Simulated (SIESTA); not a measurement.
Au in SIESTA: convergence with vacuum

Input of the first run (vacuum 6); the others differ in this setting and in those tied to it:

The input Au.fdf:

```
SystemName                      Au
SystemLabel                     Au
NumberOfSpecies                 1
NumberOfAtoms                   5
%block ChemicalSpeciesLabel
  1  79 Au
%endblock ChemicalSpeciesLabel

LatticeConstant                 1.0 Ang
%block LatticeVectors
     2.8226199300     0.0000000000     0.0000000000
    -1.4113099650     2.5559330250     0.0000000000
     0.0000000000     0.0000000000    15.7863000000
%endblock LatticeVectors
AtomicCoordinatesFormat         Fractional
%block AtomicCoordinatesAndAtomicSpecies
     0.6653279700     0.3306559400     0.1900381977  1  Au
     0.3346720300     0.6693440600     0.3450197199  1  Au
     0.6653279700     0.3306559400     0.5000012422  1  Au
     0.3346720300     0.6693440600     0.6549827645  1  Au
     0.6653279700     0.3306559400     0.8099642868  1  Au
%endblock AtomicCoordinatesAndAtomicSpecies

%block kgrid.MonkhorstPack
    8   0   0  0.0
    0   8   0  0.0
    0   0   1  0.0
%endblock kgrid.MonkhorstPack
XC.Functional                   GGA
XC.Authors                      RPBE
PAO.BasisSize                   DZP
PAO.EnergyShift                 0.003 Ry
Mesh.Cutoff                     800 Ry
OccupationFunction              FD
ElectronicTemperature           0.05 eV
Slab.DipoleCorrection           vacuum
MaxSCFIterations                120
SCF.MustConverge                false
SCF.Mixer.Method                Pulay
SCF.Mixer.Weight                0.25
SCF.Mixer.History               8
SCF.DM.Tolerance                5.0e-05
SCF.H.Tolerance                 1.0e-03 eV
WriteForces                     true
Charge.Mulliken                 end
%block PAO.Basis
  Au 5
  n=5 0 2
    2.662 0.000
  n=6 0 2
    7.081 0.000
  n=5 1 2
    3.170 0.000
  n=6 1 1
    7.081
  n=5 2 2
    5.447 0.000
%endblock PAO.Basis
```

Potentials or basis: PseudoDojo 0.4 standard (PBE files), DZP (energy shift 0.003 Ry; two zetas on semicore shells).

Launch:

```console
$ siesta < Au.fdf > Au.out 2>&1
```

The slab is cut from a database's or a generator's crystal, which needn't be the stable form of the element.

Hardware: 1 thread of Arm Neoverse V2, with other jobs on the host.

| vacuum | energy less the tightest run, at zero smearing (meV/atom) | largest force (eV/Å) | SCF cycles | CPU time (s) | peak memory (GiB) |
| --- | --- | --- | --- | --- | --- |
| 6 | -1.81 | 0.438 | 14 | 67 | 0.42 |
| 8 | 0.01 | 0.425 | 15 | 74 | 0.44 |
| 10 | 0.01 | 0.425 | 15 | 75 | 0.46 |
| 12 | 0.00 | 0.425 | 16 | 77 | 0.45 |
| 15 | 0.00 | 0.426 | 16 | 75 | 0.46 |
| 20 | 0.00 | 0.426 | 16 | 74 | 0.47 |

Against the tightest run, the energy stays within 1 meV/atom from 8 on; the largest force stays within 0.005 eV/Å from 8 on. The tightest run that finished is the yardstick and may itself not be fully converged.

Caveat, for the tightest run too: the potentials were made for another functional, which shifts forces and pressure. The run has no spin-orbit coupling, so splittings on Au are missing.
